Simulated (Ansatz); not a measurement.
The system is BaTiO3.

```xyz
5
Lattice="2.8277 1.6326 2.3177 -2.8277 1.6326 2.3177 0.0000 -3.2651 2.3177" Properties=species:S:1:pos:R:3 pbc="T T T"
Ba   -2.7004    1.6624    2.3728
Ti   -0.0605   -0.0667    3.6407
O    -0.0308   -1.5655    4.5301
O    -1.4487    0.8432    4.4791
O     1.4127    0.7592    4.5299
```

The cell isn't the ideal one: all atoms moved at random, sigma 0.05 Å a component.

Below is the output of Ansatz 0.2.0 for this cell. Logs are shortened: lines on timing, memory, paths and dates and some standing lists are left out, and cuts for length are marked.

```text
Warning: RAYON_NUM_THREADS=4 ignored (pool sized by the plan → 4); use --threads N
Ba: projections on atomic orbitals take those of the free atom 1s2 2s2 2p6 3s2 3p6 3d10 4s2 4p6 4d10 5s2 5p6 6s2, of charge +0.00 (hamiltonian.pseudopotentials.projection_atoms)
Ti: projections on atomic orbitals take those of the free atom 1s2 2s2 2p6 3s2 3p6 3d2 4s2, of charge +0.00 (hamiltonian.pseudopotentials.projection_atoms)
O: projections on atomic orbitals take those of the free atom 1s2 2s2 2p4, of charge +0.00 (hamiltonian.pseudopotentials.projection_atoms)
LAPW: plane waves up to 11.573 Å⁻¹, error target 1.0e-3 eV per atom; small_component_spin mean_spin; O in spheres of 0.811 Å, 8 of its electrons in bands, Dirac shells []; Ti in spheres of 0.932 Å, 20 of its electrons in bands, Dirac shells []; Ba in spheres of 1.038 Å, 28 of its electrons in bands, Dirac shells [] (how accurate: hamiltonian.pseudopotentials.lapw.basis_error, Limitations)
Engine: ansatz 0.2.0, x86_64-unknown-linux-gnu
Pseudopotentials: kind: all_electron
Pseudopotential: Ba, LAPW, valence charge 28, lapw/all_electron/scalar/gaussian/Ba, Koelling and Harmon's equation, gaussian nucleus
Pseudopotential: Ti, LAPW, valence charge 20, lapw/all_electron/scalar/gaussian/Ti, Koelling and Harmon's equation, gaussian nucleus
Pseudopotential: O, LAPW, valence charge 8, lapw/all_electron/scalar/gaussian/O, Koelling and Harmon's equation, gaussian nucleus
Functional definition: PBE
  parameter kappa = 0.804
  parameter beta = 0.06672455060314922
  exchange = pbe_x(kappa = kappa, mu = beta*pi^2/3)
  correlation = pbe_c(beta = beta)
Crystal: 5 atoms, lattice volume = 64.196 Å³
Basis set: ecut = 510.28080411346565 eV, 1743 PW (Γ), exchange–correlation at level 2
Bands: 44, of which v1, the nominal top of the filled ones, is band 36 counted from 1 (35 counted from 0)
Symmetry: 1 space group operations
[... 41 lines left out ...]
--- Forces (eV/Å), atoms counted from 1 ---
  atom   1  Ba    -1.16732189    -0.38428297    -0.17898203
  atom   2  Ti     0.90142305     1.45479459    -1.35917104
  atom   3  O      0.10938669    -1.15215293     0.83121829
  atom   4  O      0.29485201    -0.20256887     0.51869849
  atom   5  O     -0.13833808     0.28421822     0.18819495
  max |Σ_I F_I| component: 4.13e-5 eV/Å
--- Stress (GPa, compression-positive) ---
        7.237928       0.172951      -0.346506
        0.172951      11.471507      -4.476531
       -0.346506      -4.476531       9.524398
  P = ⅓ Tr σ = 9.4113 GPa (94.113 kbar)
--- Band table (eV; the first three rows and the last of 172) ---
  k-point 0: bands = ["-518.3688", "-491.9067", "-491.6467", "-491.5114", "-425.6173", "-425.6065", "-425.5902", "-221.9844", "-159.1106", "-159.1080", "-159.1040", "-67.9013", "-67.8999", "-67.8958", "-67.8950", "-67.8936", "-43.7933", "-20.2361", "-20.0783", "-20.0397", "-12.4504", "-4.6517", "-4.0386", "-3.7960", "2.3393", "2.3690", "2.3978", "9.9060", "9.9678", "10.0570", "10.4320", "10.4546", "10.9661", "11.4638", "11.5710", "11.6214", "14.9398", "15.1982", "15.5360", "17.0220", "17.2923", "17.4859", "17.5707", "19.5175"]
  k-point 1: bands = ["-518.3688", "-491.9067", "-491.6467", "-491.5114", "-425.6173", "-425.6065", "-425.5902", "-221.9844", "-159.1106", "-159.1080", "-159.1040", "-67.9013", "-67.8999", "-67.8957", "-67.8950", "-67.8936", "-43.7931", "-20.2466", "-20.0779", "-20.0393", "-12.4273", "-4.6205", "-4.0729", "-3.7901", "2.3670", "2.4010", "2.4704", "9.5642", "9.8480", "9.9530", "10.2955", "10.3509", "10.8649", "11.3399", "11.4559", "11.5834", "14.9898", "15.3938", "15.6656", "17.0379", "17.6527", "17.8330", "17.8879", "20.0119"]
  k-point 2: bands = ["-518.3688", "-491.9067", "-491.6467", "-491.5114", "-425.6173", "-425.6065", "-425.5902", "-221.9844", "-159.1106", "-159.1080", "-159.1040", "-67.9013", "-67.8999", "-67.8957", "-67.8950", "-67.8936", "-43.7927", "-20.2700", "-20.0769", "-20.0384", "-12.3745", "-4.6451", "-4.0452", "-3.7738", "2.4286", "2.4528", "2.6552", "8.7728", "9.6288", "9.7793", "10.0391", "10.1638", "10.6375", "10.9142", "11.3215", "11.5171", "15.0837", "15.8806", "16.0776", "17.0503", "18.3204", "18.5384", "18.7543", "20.7356"]
  k-point 171: bands = ["-518.3688", "-491.9067", "-491.6467", "-491.5114", "-425.6173", "-425.6065", "-425.5902", "-221.9844", "-159.1106", "-159.1080", "-159.1040", "-67.9012", "-67.8999", "-67.8957", "-67.8950", "-67.8936", "-43.7920", "-20.2439", "-20.0950", "-20.0791", "-12.3046", "-4.7650", "-3.9706", "-3.5707", "2.3519", "2.4614", "2.6949", "8.4947", "9.1131", "9.5213", "9.6158", "9.7632", "10.3214", "10.8275", "11.3241", "11.3431", "15.7414", "16.0193", "16.3210", "17.8250", "18.7518", "19.6776", "20.1467", "21.0760"]
--- Löwdin populations: 5 sites ---
  site symbol       q [e]
     0     Ba     54.2042
     1     Ti     20.8282
     2      O      8.8111
     3      O      8.8928
     4      O      8.9088
  spilling = 0.003478 (of n_electrons = 102.000000)
```

Q: Write the input and the command behind it.

A: Single point with PBE, no spin polarisation. The files as run (others can give the same):

input.yaml
```yaml
crystal:
  lattice:
    - [2.82766816, 1.63255497, 2.31773161]
    - [-2.82766816, 1.63255497, 2.31773161]
    - [0.0, -3.26510994, 2.31773161]
  atoms:
    - { symbol: Ba, position: [0.03347316, 0.98846853, 0.00183776] }
    - { symbol: Ti, position: [0.50610326, 0.52748478, 0.53723216] }
    - { symbol: O, position: [0.48624715, 0.49714708, 0.97115146] }
    - { symbol: O, position: [0.47408987, 0.98641501, 0.47201237] }
    - { symbol: O, position: [0.97878656, 0.47918459, 0.49646624] }
kpoints:
  mp_grid: { grid: [7, 7, 7] }
scf:
  occupations: { method: fermi_dirac, width: 0.05 }
hamiltonian:
  xc: pbe
  pseudopotentials: { kind: all_electron, lapw: { basis_error: 0.001 } }
output:
  forces: true
  stress: true
  eigenvalues: true
  populations: true
```

Potentials or basis: all-electron LAPW, scalar-relativistic.
Launch:
```bash
$ ansatz run input.yaml --threads 4 --pin off --max-ram 12288MiB --backend cpu --events-out ev --progress --plain --runs-dir out
```

Caveat: spin-orbit coupling is left out, which moves the levels of the heavy elements; an odd mesh through Γ misses points on the zone boundary, where band edges often lie; forces of over 1 eV/Å show positions far from the minimum, so gaps and moduli don't describe the material at rest.
